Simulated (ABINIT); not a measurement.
SnTe:

```
Te Sn
1.0
     0.00000    3.15085    3.15085
     3.15085    0.00000    3.15085
     3.15085    3.15085    0.00000
Te Sn
1 1
Direct
  0.50000 0.50000 0.50000
  0.00000 0.00000 0.00000
```

Base run:

| Item | Value |
| --- | --- |
| Program | ABINIT 10.8.3 (patched build) |
| Functional | PBEsol |
| Potentials or basis | PseudoDojo NC SR PBEsol v0.4.1 standard |
| Cutoff | 1088 eV |
| k mesh | 5 × 5 × 5 |
| Occupations | fermi-dirac, width 0.05 eV |
| Spin | no spin polarisation |

Its results: pressure -0.3 GPa.

After a change of settings the same cell gave: pressure -0.7 GPa. Which change was it?
A. cutoff from 1088 eV to 925 eV
B. functional from PBEsol to LDA; potentials or basis from PseudoDojo NC SR PBEsol v0.4.1 standard to JTH PAW LDA v2.0 sp; cutoff from 1088 eV to 272 eV; valence electrons from 30 to 10
C. functional from PBEsol to PBE; potentials or basis from PseudoDojo NC SR PBEsol v0.4.1 standard to PseudoDojo NC SR PBE v0.4.1 standard; cutoff from 1088 eV to 952 eV
D. functional from PBEsol to LDA; potentials or basis from PseudoDojo NC SR PBEsol v0.4.1 standard to PseudoDojo NC SR LDA v0.4.1 standard; cutoff from 1088 eV to 925 eV

A.

Not every run made on this cell is shown here.
